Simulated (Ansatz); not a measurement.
# Hf2S: convergence and cost

Aim, for Hf2S: make a cell with atoms moved and axes strained at random, then test the plane-wave cutoff on the displaced cell.

Program: Ansatz 0.2.0. Level of theory: DFT r2SCAN, scalar-relativistic, plane waves, PAW. These are calculated values, not measurements.

4 further runs of the same task are left out: 3 that didn't finish, 1 set aside as unsound or not needed. Runs told in other sessions of the task aren't counted.

**1. Starting point**

Symmetry: P6_3/mmc, No. 194, hexagonal system. Conventional cell: a = 3.374 Å, b = 3.374 Å, c = 11.717 Å, α = 90.00°, β = 90.00°, γ = 120.00°. Hf (site symmetry 3m) is surrounded by 3 S at 2.62 Å. S (site symmetry -6m2) is surrounded by 6 Hf at 2.62 Å.

Structure file:

```xyz
6
Lattice="3.3743 0.0000 0.0000 -1.6871 2.9222 0.0000 0.0000 0.0000 11.7174" Properties=species:S:1:pos:R:3 pbc="T T T"
Hf    1.6871    0.9741   10.5435
Hf    0.0000    1.9481    4.6848
Hf    1.6871    0.9741    7.0327
Hf    0.0000    1.9481    1.1739
S     0.0000    0.0000    8.7881
S     0.0000    0.0000    2.9294
```

The structure comes from the Materials Project (structure only); it is used as listed.

**2. The base input**

input.yaml reads:

```yaml
crystal:
  lattice:
    - [3.3742737662, 0.0, 0.0]
    - [-1.6871368831, 2.9222068008, 0.0]
    - [0.0, 0.0, 11.71740703]
  atoms:
    - { symbol: Hf, position: [0.66666667, 0.33333333, 0.89981164] }
    - { symbol: Hf, position: [0.33333333, 0.66666667, 0.39981164] }
    - { symbol: Hf, position: [0.66666667, 0.33333333, 0.60018836] }
    - { symbol: Hf, position: [0.33333333, 0.66666667, 0.10018836] }
    - { symbol: S, position: [0.0, 0.0, 0.75] }
    - { symbol: S, position: [0.0, 0.0, 0.25] }
basis:
  ecutwfc: 500
kpoints:
  mp_grid: { grid: [12, 12, 4] }
hamiltonian:
  xc: r2scan
scf:
  occupations: { method: gaussian, width: 0.1 }
output:
  forces: true
  stress: true
  eigenvalues: true
  populations: true
  write_density: true
  write_potential: true
  elf: true
  volumetric_format: npy
```

Its results, from an earlier run: -10791.8154 eV/atom at zero smearing, pressure 0.89 GPa, largest force 0.015 eV/Å, no gap on the mesh, in 8 SCF cycles and 33 s.

**3. Atoms moved at random, cell strained**

input.yaml reads:

```yaml
crystal:
  lattice:
    - [3.436336933, -0.0295454132, 0.0047996584]
    - [-1.7437555449, 2.911111244, -0.0324451211]
    - [0.016667157, -0.1204750172, 11.7742048565]
  atoms:
    - { symbol: Hf, position: [0.66804084, 0.3663716988, 0.9160993444] }
    - { symbol: Hf, position: [0.3010096856, 0.6583517534, 0.3936002632] }
    - { symbol: Hf, position: [0.6361825309, 0.3260735861, 0.5951790886] }
    - { symbol: Hf, position: [0.370695842, 0.6491595811, 0.1036139297] }
    - { symbol: S, position: [0.0591749787, 0.0764440588, 0.7478606732] }
    - { symbol: S, position: [0.0184483519, 0.0445396279, 0.2424355341] }
basis:
  ecutwfc: 500
kpoints:
  mp_grid: { grid: [10, 10, 4] }
hamiltonian:
  xc: r2scan
scf:
  occupations: { method: gaussian, width: 0.1 }
output:
  forces: true
  stress: true
  eigenvalues: true
```

On the command line:

```bash
> ansatz run input.yaml --threads 1 --pin off --max-ram 2560MiB --backend cpu --events-out ev --progress --plain --runs-dir out
```

The program printed, cut to the lines that bear on the results:

```text
Warning: RAYON_NUM_THREADS=1 ignored (pool sized by the plan → 1); use --threads N
[...]
Pseudopotentials: kind: paw
Pseudopotential: Hf, paw, valence charge 26, recommended cutoff 500 eV (meta_gga), Hf.paw.azcp
Pseudopotential: S, paw, valence charge 6, recommended cutoff 500 eV (meta_gga), S.paw.azcp
Functional definition: r2SCAN
[...]
Crystal: 6 atoms, lattice volume = 117.165 Å³
Basis set: ecut = 500 eV, 2969 PW (Γ), exchange–correlation on 108×100×360 points (64 copies of the dense FFT grid, shifted against one another)
Bands: 70, of which v1, the nominal top of the filled ones, is band 58 counted from 1 (57 counted from 0)
Symmetry: 1 space group operations
Space group: P1 (ITA 1), of the structure as read, at distance tolerance 4.9e-5 Å
k-points: 204 of 400 (time reversal used)
[...]
SCF iter   1: F=—  HF=-64749.982598 eV  |F-HF|=—  |Δ(HF+E_count)|=         —  Δρ=9.32e-3  dr2=1.31e-1  dr2_τ=1.13e-1  ethr=1.77e-3  ⟨swp⟩=5.2  Hψ=46554  notcnv=0  defer=79
[...]
SCF iter  11: F=-64750.070168 eV  HF=-64750.070168 eV  |F-HF|=7.33e-8  |Δ(HF+E_count)|=   2.77e-8  Δρ=4.33e-6  dr2=6.54e-8  dr2_τ=1.08e-9  ethr=8.62e-11  ⟨swp⟩=7.7  Hψ=69475  notcnv=0
[...]
SCF converged after 11 iterations
Free energy (F): -64750.070168 eV
[...]
E sigma→0 (E₀):  -64750.063143 eV
Entropy (-TS):   -0.014050 eV (-2.342 meV/atom)
Fermi energy:    18.266895 eV
[...]
--- Forces (eV/Å), atoms counted from 1 ---
  atom   1  Hf     0.98728202    -0.20572077    -2.34033281
  atom   2  Hf     0.27264732     0.64507155     0.56446717
  atom   3  Hf     0.71003257     0.85330928     0.02612944
  atom   4  Hf    -1.35639502     1.35364963    -0.22182217
  atom   5  S     -1.04072202    -0.94376725     0.75890132
  atom   6  S      0.42715034    -1.70251075     1.21258658
[...]
--- Stress (GPa, compression-positive) ---
       -1.358950       1.568621      -1.598067
        1.568620       2.580893       1.577905
       -1.598067       1.577905       3.972715
  P = ⅓ Tr σ = 1.7316 GPa (17.316 kbar)
--- Band table (eV; the first three rows and the last of 204) ---
[...]
```

Run time: 3.3 min. Hardware: 1 thread of Intel Xeon 6975P-C (Granite Rapids), shared host; peak memory 1.6 GiB.

The change: all atoms moved at random (spread 0.1 Å), cell strained at random (1 %), on a 10×10×4 mesh.

Result: -10791.6772 eV/atom at zero smearing, pressure 1.73 GPa, largest force 2.548 eV/Å and no gap on the mesh.

**4. Plane-wave cutoff on the displaced cell: 200 eV**

input.yaml, as its differences from that of step 3:

```diff
@@ -13,3 +13,3 @@
 basis:
-  ecutwfc: 500
+  ecutwfc: 200
 kpoints:
```

On the command line:

```bash
> ansatz run input.yaml --threads 1 --pin off --max-ram 2560MiB --backend cpu --events-out ev --progress --plain --runs-dir out
```

The program printed, cut to the lines that bear on the results:

```text
Warning: basis.ecutwfc = 200 eV is below the records' recommended 500 eV, and the density's cutoff is lower with it unless basis.ecutrho_ratio is high enough to keep the records' density cutoff: compare with a run at a higher cutoff
Warning: RAYON_NUM_THREADS=1 ignored (pool sized by the plan → 1); use --threads N
[...]
[... 4 set-up lines as earlier in the session ...]
[...]
Crystal: 6 atoms, lattice volume = 117.165 Å³
Basis set: ecut = 200 eV, 733 PW (Γ), exchange–correlation on 64×64×240 points (64 copies of the dense FFT grid, shifted against one another)
Bands: 70, of which v1, the nominal top of the filled ones, is band 58 counted from 1 (57 counted from 0)
[... 2 set-up lines as earlier in the session ...]
k-points: 204 of 400 (time reversal used)
[...]
SCF iter   1: F=—  HF=-64730.460056 eV  |F-HF|=—  |Δ(HF+E_count)|=         —  Δρ=4.58e-2  dr2=1.23e0  dr2_τ=7.42e-1  ethr=1.77e-3  ⟨swp⟩=5.0  Hψ=43717  notcnv=0  defer=86
[...]
SCF iter  11: F=-64724.972377 eV  HF=-64724.972377 eV  |F-HF|=2.45e-9  |Δ(HF+E_count)|=   4.87e-9  Δρ=1.64e-6  dr2=7.26e-9  dr2_τ=1.97e-10  ethr=8.62e-11  ⟨swp⟩=3.0  Hψ=33535  notcnv=0
[...]
SCF converged after 11 iterations
Free energy (F): -64724.972377 eV
[...]
E sigma→0 (E₀):  -64724.965219 eV
Entropy (-TS):   -0.014316 eV (-2.386 meV/atom)
Fermi energy:    18.137485 eV
[...]
--- Forces (eV/Å), atoms counted from 1 ---
  atom   1  Hf     0.86386035    -0.06214663    -2.38344226
  atom   2  Hf     0.23103714     0.66980402     0.32246889
  atom   3  Hf     0.67922302     0.77066542     0.30443774
  atom   4  Hf    -1.19016480     1.19554064    -0.14308815
  atom   5  S     -0.99639385    -0.91680228     0.72555618
  atom   6  S      0.41248602    -1.65708943     1.17404114
[...]
--- Stress (GPa, compression-positive) ---
       -5.010462       1.469307      -1.598184
        1.469307      -1.646591       0.792041
       -1.598184       0.792041       2.692058
  P = ⅓ Tr σ = -1.3217 GPa (-13.217 kbar)
--- Band table (eV; the first three rows and the last of 204) ---
[...]
```

It took 51 s on 1 thread of Intel Xeon 6975P-C (Granite Rapids), shared host; peak memory 0.76 GiB.

This run gives -10787.4942 eV/atom at zero smearing, pressure -1.32 GPa, largest force 2.536 eV/Å and no gap on the mesh. The log warns that the cutoff lies under the recommended one.

**5. Plane-wave cutoff on the displaced cell: 250 eV**

input.yaml, as its differences from that of step 4:

```diff
@@ -13,3 +13,3 @@
 basis:
-  ecutwfc: 200
+  ecutwfc: 250
 kpoints:
```

On the command line:

```bash
> ansatz run input.yaml --threads 1 --pin off --max-ram 2560MiB --backend cpu --events-out ev --progress --plain --runs-dir out
```

The program printed, cut to the lines that bear on the results:

```text
Warning: basis.ecutwfc = 250 eV is below the records' recommended 500 eV, and the density's cutoff is lower with it unless basis.ecutrho_ratio is high enough to keep the records' density cutoff: compare with a run at a higher cutoff
Warning: RAYON_NUM_THREADS=1 ignored (pool sized by the plan → 1); use --threads N
[...]
[... 4 set-up lines as earlier in the session ...]
[...]
Crystal: 6 atoms, lattice volume = 117.165 Å³
Basis set: ecut = 250 eV, 1071 PW (Γ), exchange–correlation on 72×72×256 points (64 copies of the dense FFT grid, shifted against one another)
Bands: 70, of which v1, the nominal top of the filled ones, is band 58 counted from 1 (57 counted from 0)
[... 2 set-up lines as earlier in the session ...]
k-points: 204 of 400 (time reversal used)
[...]
SCF iter   1: F=—  HF=-64746.283046 eV  |F-HF|=—  |Δ(HF+E_count)|=         —  Δρ=1.12e-2  dr2=1.23e-1  dr2_τ=1.37e-1  ethr=1.77e-3  ⟨swp⟩=5.2  Hψ=44622  notcnv=0  defer=131
[...]
SCF iter  10: F=-64745.593351 eV  HF=-64745.593351 eV  |F-HF|=5.16e-8  |Δ(HF+E_count)|=   1.86e-8  Δρ=3.74e-6  dr2=7.60e-8  dr2_τ=1.14e-9  ethr=8.62e-11  ⟨swp⟩=6.5  Hψ=51591  notcnv=0
[...]
SCF converged after 10 iterations
Free energy (F): -64745.593351 eV
[...]
E sigma→0 (E₀):  -64745.586219 eV
Entropy (-TS):   -0.014264 eV (-2.377 meV/atom)
Fermi energy:    18.206412 eV
[...]
--- Forces (eV/Å), atoms counted from 1 ---
  atom   1  Hf     1.02037364    -0.21931841    -2.30871591
  atom   2  Hf     0.28400514     0.66452022     0.65030336
  atom   3  Hf     0.71905613     0.84856675    -0.05567059
  atom   4  Hf    -1.40242058     1.38195660    -0.27318567
  atom   5  S     -1.05199567    -0.95506834     0.76240919
  atom   6  S      0.43096018    -1.72062467     1.22489707
[...]
--- Stress (GPa, compression-positive) ---
       -1.730010       1.485107      -1.623358
        1.485107       1.848600       1.650060
       -1.623358       1.650060       3.311252
  P = ⅓ Tr σ = 1.1433 GPa (11.433 kbar)
--- Band table (eV; the first three rows and the last of 204) ---
[...]
```

Run time: 59 s. Hardware: 1 thread of Intel Xeon 6975P-C (Granite Rapids), shared host; peak memory 0.86 GiB.

This run gives -10790.9310 eV/atom at zero smearing, pressure 1.14 GPa, largest force 2.534 eV/Å and no gap on the mesh. The log warns that the cutoff lies under the recommended one.

**6. Plane-wave cutoff on the displaced cell: 300 eV**

input.yaml, as its differences from that of step 5:

```diff
@@ -13,3 +13,3 @@
 basis:
-  ecutwfc: 250
+  ecutwfc: 300
 kpoints:
```

On the command line:

```bash
> ansatz run input.yaml --threads 1 --pin off --max-ram 2560MiB --backend cpu --events-out ev --progress --plain --runs-dir out
```

The program printed, cut to the lines that bear on the results:

```text
Warning: basis.ecutwfc = 300 eV is below the records' recommended 500 eV, and the density's cutoff is lower with it unless basis.ecutrho_ratio is high enough to keep the records' density cutoff: compare with a run at a higher cutoff
Warning: RAYON_NUM_THREADS=1 ignored (pool sized by the plan → 1); use --threads N
[...]
[... 4 set-up lines as earlier in the session ...]
[...]
Crystal: 6 atoms, lattice volume = 117.165 Å³
Basis set: ecut = 300 eV, 1389 PW (Γ), exchange–correlation on 80×80×288 points (64 copies of the dense FFT grid, shifted against one another)
Bands: 70, of which v1, the nominal top of the filled ones, is band 58 counted from 1 (57 counted from 0)
[... 2 set-up lines as earlier in the session ...]
k-points: 204 of 400 (time reversal used)
[...]
SCF iter   1: F=—  HF=-64749.444498 eV  |F-HF|=—  |Δ(HF+E_count)|=         —  Δρ=8.59e-3  dr2=1.20e-1  dr2_τ=1.08e-1  ethr=1.77e-3  ⟨swp⟩=5.3  Hψ=45643  notcnv=0  defer=160
[...]
SCF iter  11: F=-64749.583051 eV  HF=-64749.583051 eV  |F-HF|=4.83e-8  |Δ(HF+E_count)|=   2.10e-9  Δρ=2.98e-6  dr2=4.00e-8  dr2_τ=2.08e-9  ethr=8.62e-11  ⟨swp⟩=8.3  Hψ=47200  notcnv=0
[...]
SCF converged after 11 iterations
Free energy (F): -64749.583051 eV
[...]
E sigma→0 (E₀):  -64749.576015 eV
Entropy (-TS):   -0.014073 eV (-2.346 meV/atom)
Fermi energy:    18.256538 eV
[...]
--- Forces (eV/Å), atoms counted from 1 ---
  atom   1  Hf     0.99962802    -0.21367338    -2.31843849
  atom   2  Hf     0.27345829     0.64982541     0.60005734
  atom   3  Hf     0.71244855     0.85415862    -0.00974217
  atom   4  Hf    -1.37101652     1.36482087    -0.25158431
  atom   5  S     -1.04332394    -0.94702735     0.76395303
  atom   6  S      0.42882566    -1.70809535     1.21572781
[...]
--- Stress (GPa, compression-positive) ---
       -1.426394       1.577667      -1.621727
        1.577667       2.542250       1.594691
       -1.621727       1.594691       3.941693
  P = ⅓ Tr σ = 1.6858 GPa (16.858 kbar)
--- Band table (eV; the first three rows and the last of 204) ---
[...]
```

Run time: 82 s. Hardware: 1 thread of Intel Xeon 6975P-C (Granite Rapids), shared host; peak memory 0.99 GiB.

This run gives -10791.5960 eV/atom at zero smearing, pressure 1.69 GPa, largest force 2.534 eV/Å and no gap on the mesh. The log warns that the cutoff lies under the recommended one.

**7. Plane-wave cutoff on the displaced cell: 350 eV**

input.yaml, as its differences from that of step 6:

```diff
@@ -13,3 +13,3 @@
 basis:
-  ecutwfc: 300
+  ecutwfc: 350
 kpoints:
```

On the command line:

```bash
> ansatz run input.yaml --threads 1 --pin off --max-ram 2560MiB --backend cpu --events-out ev --progress --plain --runs-dir out
```

The program printed, cut to the lines that bear on the results:

```text
Warning: basis.ecutwfc = 350 eV is below the records' recommended 500 eV, and the density's cutoff is lower with it unless basis.ecutrho_ratio is high enough to keep the records' density cutoff: compare with a run at a higher cutoff
Warning: RAYON_NUM_THREADS=1 ignored (pool sized by the plan → 1); use --threads N
[...]
[... 4 set-up lines as earlier in the session ...]
[...]
Crystal: 6 atoms, lattice volume = 117.165 Å³
Basis set: ecut = 350 eV, 1731 PW (Γ), exchange–correlation on 96×96×288 points (64 copies of the dense FFT grid, shifted against one another)
Bands: 70, of which v1, the nominal top of the filled ones, is band 58 counted from 1 (57 counted from 0)
[... 2 set-up lines as earlier in the session ...]
k-points: 204 of 400 (time reversal used)
[...]
SCF iter   1: F=—  HF=-64749.931731 eV  |F-HF|=—  |Δ(HF+E_count)|=         —  Δρ=9.30e-3  dr2=1.31e-1  dr2_τ=1.17e-1  ethr=1.77e-3  ⟨swp⟩=5.2  Hψ=46086  notcnv=0  defer=136
[...]
SCF iter  11: F=-64750.035909 eV  HF=-64750.035909 eV  |F-HF|=4.10e-8  |Δ(HF+E_count)|=   1.13e-7  Δρ=3.00e-6  dr2=5.47e-8  dr2_τ=9.46e-10  ethr=8.62e-11  ⟨swp⟩=7.3  Hψ=62287  notcnv=0
[...]
SCF converged after 11 iterations
Free energy (F): -64750.035909 eV
[...]
E sigma→0 (E₀):  -64750.028883 eV
Entropy (-TS):   -0.014052 eV (-2.342 meV/atom)
Fermi energy:    18.266277 eV
[...]
--- Forces (eV/Å), atoms counted from 1 ---
  atom   1  Hf     0.98974237    -0.20645255    -2.33900791
  atom   2  Hf     0.27272176     0.64708545     0.57290525
  atom   3  Hf     0.71173732     0.85450148     0.02036906
  atom   4  Hf    -1.35966466     1.35613976    -0.22948061
  atom   5  S     -1.04310361    -0.94529717     0.76088406
  atom   6  S      0.42856837    -1.70594746     1.21432911
[...]
--- Stress (GPa, compression-positive) ---
       -1.320031       1.573716      -1.603075
        1.573716       2.623753       1.580246
       -1.603075       1.580246       4.015595
  P = ⅓ Tr σ = 1.7731 GPa (17.731 kbar)
--- Band table (eV; the first three rows and the last of 204) ---
[...]
```

It took 1.9 min on 1 thread of Intel Xeon 6975P-C (Granite Rapids), shared host; peak memory 1.1 GiB.

Result: -10791.6715 eV/atom at zero smearing, pressure 1.77 GPa, largest force 2.548 eV/Å and no gap on the mesh. The log warns that the cutoff lies under the recommended one.

**8. Summary: the plane-wave cutoff on the displaced cell**

Energies are per atom, extrapolated to zero smearing, and count from the run at 500 eV. Pressure is positive in compression and holds a correction for the finite cutoff (Pulay stress).

```tsv
cutoff (eV)	ΔE (meV/atom)	pressure (GPa)	largest change of a force component (eV/Å)	plane waves at Γ	SCF cycles	CPU time
200	4183	-1.32	0.278	733	11	51 s
250	746	1.14	0.086	1071	10	59 s
300	81.2	1.69	0.036	1389	11	82 s
350	5.71	1.77	0.008	1731	11	2 min
500	0.00	1.73	0.000	2969	11	3.3 min
```

The times were taken beside other jobs on the same host; read them as orders of magnitude.

These runs hit the time limit and are left out: 600 eV.

**9. Summary of results**

```
                                                                        quantity                                 value
                                                                  displaced cell  pressure 1.7 GPa, no gap on the mesh
plane-wave cutoff on the displaced cell: within 10 and 1 meV/atom of 500 eV from            350 eV for 10; none of the others for 1
```

**Reading.** The energy still moves by 5.71 meV/atom between the last two values of the plane-wave cutoff on the displaced cell, so 1 meV/atom is not shown to be reached. Total energies converge more slowly with the cutoff than differences between like structures do. The pressure is off by up to 3.1 GPa. Forces stay within 0.01 eV/Å of the reference from 350 eV on. Spin-orbit coupling is left out for Hf. The settings are coarse, so take the values as rough.
